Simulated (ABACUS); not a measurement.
# Ag (P6_3/mmc) in ABACUS: reference runs, part 2 of 2

ABACUS 3.10.1. Earlier steps stand in the parts before.

## Step 3: Single point, PBE (atoms moved at random, drawn with an rms of 0.05 Å)

Contents of INPUT:

```
INPUT_PARAMETERS
suffix              Ag
calculation         scf
basis_type          pw
pseudo_dir          ./
symmetry            1
dft_functional      pbe
ecutwfc             82
pseudo_rcut         10
nspin               1
nbands              23
ks_solver           dav
smearing_method     fd
smearing_sigma      0.00367493
scf_thr             1e-08
scf_nmax            100
mixing_type         broyden
mixing_beta         0.7
cal_force           1
cal_stress          1
out_chg             1
out_pot             2
out_elf             1
```

Contents of STRU:

```
ATOMIC_SPECIES
Ag 107.8682 Ag.upf

LATTICE_CONSTANT
1.8897261246

LATTICE_VECTORS
2.9300000000 0.0000000000 0.0000000000
-1.4650000000 2.5374544331 0.0000000000
0.0000000000 0.0000000000 4.7900000000

ATOMIC_POSITIONS
Direct

Ag
0.0
2
0.6848270000 0.3500780000 0.7468890000 1 1 1
0.3379130000 0.6726650000 0.2505680000 1 1 1
```

Contents of KPT:

```
K_POINTS
0
Gamma
10 10 6 0 0 0
```

Potentials or basis: PseudoDojo NC SR 0.4.1 PBE standard, plane waves.

Launch:

```
$ OMP_NUM_THREADS=1 mpirun -np 4 abacus > log
```

running log:

```text
ABACUS v3.10.1

               Atomic-orbital Based Ab-initio Computation at UStc

 ------------------------------------------------------------------------------------

 READING GENERAL INFORMATION
                           global_out_dir = OUT.Ag/
                           global_in_card = INPUT
                               pseudo_dir = ./
                              orbital_dir =
                                    DSIZE = 4
                                    GSIZE = 1

 READING UNITCELL INFORMATION
                                    ntype = 1
                  lattice constant (Bohr) = 1.88973
              lattice constant (Angstrom) = 1

 READING ATOM TYPE 1
                               atom label = Ag
                      L=0, number of zeta = 1
                      L=1, number of zeta = 1
                      L=2, number of zeta = 1
             number of atom for this type = 2

                        TOTAL ATOM NUMBER = 2
DIRECT COORDINATES
    atom                   x                   y                   z     mag                  vx                  vy                  vz
taud_Ag1            0.6848270000        0.3500780000        0.7468890000  0.0000        0.0000000000        0.0000000000        0.0000000000
taud_Ag2            0.3379130000        0.6726650000        0.2505680000  0.0000        0.0000000000        0.0000000000        0.0000000000

                          Volume (Bohr^3) = 240.324
                             Volume (A^3) = 35.6124

 Lattice vectors: (Cartesian coordinate: in unit of a_0)
                +2.93                  +0                  +0
               -1.465            +2.53745                  +0
                   +0                  +0               +4.79
 Reciprocal vectors: (Cartesian coordinate: in unit of 2 pi/a_0)
            +0.341297           +0.197048                  -0
                   -0           +0.394096                  -0
                   +0                  -0           +0.208768
 The esolver type has been set to : ksdft_pw

                PAO radial cut off (Bohr) = 10

 Read in pseudopotential file is Ag.upf
                     pseudopotential type = NC
[... 198 lines left out ...]
 SELF-CONSISTENT
 -------------------------------------------
                                 init_chg = atomic

 PW ALGORITHM --------------- ION=   1  ELEC=   1--------------------------------
 Notice: Threshold on eigenvalues was too large.
 hsover_error=0.38 > DRHO=0.111983
 Origin diag ethr = 0.01
 New diag ethr = 0.000294693

 Density error is 0.114445861686
                          Error Threshold = 0.000294692709067
----------------------------------------------------------
     Energy           Rydberg                 eV
----------------------------------------------------------
 E_KohnSham     -620.0309905708      -8435.9544083474
 E_Harris       -626.9688024258      -8530.3481812271
 E_Fermi        1.2431992827         16.9145939947
----------------------------------------------------------
[... 87 lines left out ...]
 Density error is 3.15565050293e-10
                          Error Threshold = 4.11199828527e-11
----------------------------------------------------------
     Energy           Rydberg                 eV
----------------------------------------------------------
 E_KohnSham     -620.0747767682      -8436.5501501253
 E_KS(sigma->0) -620.0745761024      -8436.5474199276
 E_Harris       -620.0746392118      -8436.5482785741
 E_band         -36.5656426796       -497.5010914739
 E_one_elec     -250.7369712302      -3411.4515079934
 E_Hartree      145.8469912423       1984.3501170508
 E_xc           -92.6325858243       -1260.3309876845
 E_Ewald        -422.5518096244      -5749.1123111028
 E_entropy(-TS) -0.0004013315        -0.0054603954
 E_descf        0.0000000000         0.0000000000
 E_exx          0.0000000000         0.0000000000
 E_Fermi        1.2102259456         16.4659687275
----------------------------------------------------------

 charge density convergence is achieved
 final etot is -8436.5501501 eV
 EFERMI = 16.465968727 eV
The vacuum level is 17.620595705 eV

 STATE ENERGY(eV) AND OCCUPATIONS    NSPIN == 1
 1/304 kpoint (Cartesian) = 0.0000 0.0000 0.0000 (751 pws)
       1       -75.4051     0.00333333
       2       -75.3913     0.00333333
       3       -38.9466     0.00333333
       4       -38.8282     0.00333333
       5       -38.8247     0.00333333
       6       -38.8092     0.00333333
[... 140 lines left out ...]
      22        23.5774    5.66681e-65
      23        25.3837    1.15999e-80

[... levels at 298 further k points ...]

------------------------------------------------------------------------------------------
 TOTAL-FORCE (eV/Angstrom)
------------------------------------------------------------------------------------------
                       Ag1        -0.0225504835        -0.0232306826         0.0936303377
                       Ag2         0.0225504835         0.0232306826        -0.0936303377
------------------------------------------------------------------------------------------

----------------------------------------------------------------
 TOTAL-STRESS (KBAR)
----------------------------------------------------------------
         8.3693654507         1.4715421928        -0.1730575277
         1.4715421928         5.1105881046        -0.1821426277
        -0.1730575277        -0.1821426277         0.8158623917
----------------------------------------------------------------
 TOTAL-PRESSURE: 4.765272 KBAR

 --------------------------------------------
 !FINAL_ETOT_IS -8436.5501501253384049 eV
 --------------------------------------------
```

stdout:

```text
ABACUS v3.10.1

               Atomic-orbital Based Ab-initio Computation at UStc

%%%%%%%%%%%%%%%%%%%%%%%%%%%%%%%%%%%%%%%%%%%%%%%%%%%%%%%%%%%%%%%%%%%%%%%%%%%%%%%%%%%%%%%%%%%%%%%%%%%%%%%%%
[... 34 lines left out ...]
----------------------------------------------------------------
 TOTAL-STRESS (KBAR)
----------------------------------------------------------------
         8.3693654507         1.4715421928        -0.1730575277
         1.4715421928         5.1105881046        -0.1821426277
        -0.1730575277        -0.1821426277         0.8158623917
----------------------------------------------------------------
 TOTAL-PRESSURE: 4.765272 KBAR
```

Wall time 81 s (4 MPI ranks of Intel Xeon Platinum 8488C (Sapphire Rapids), shared host); peak memory 0.56 GiB.

What came out:

- Free energy: -8436.5502 eV
- Pressure: 0.5 GPa
- Largest force: 0.099 eV/Å
- Band gap on the k mesh: none (metal or under the smearing width)

Forces on the atoms (eV/Å):
```
Ag  -0.023 -0.023  0.094
Ag   0.023  0.023 -0.094
```

Stress tensor (GPa, compression positive):
```
 0.84  0.15 -0.02
 0.15  0.51 -0.02
-0.02 -0.02  0.08
```
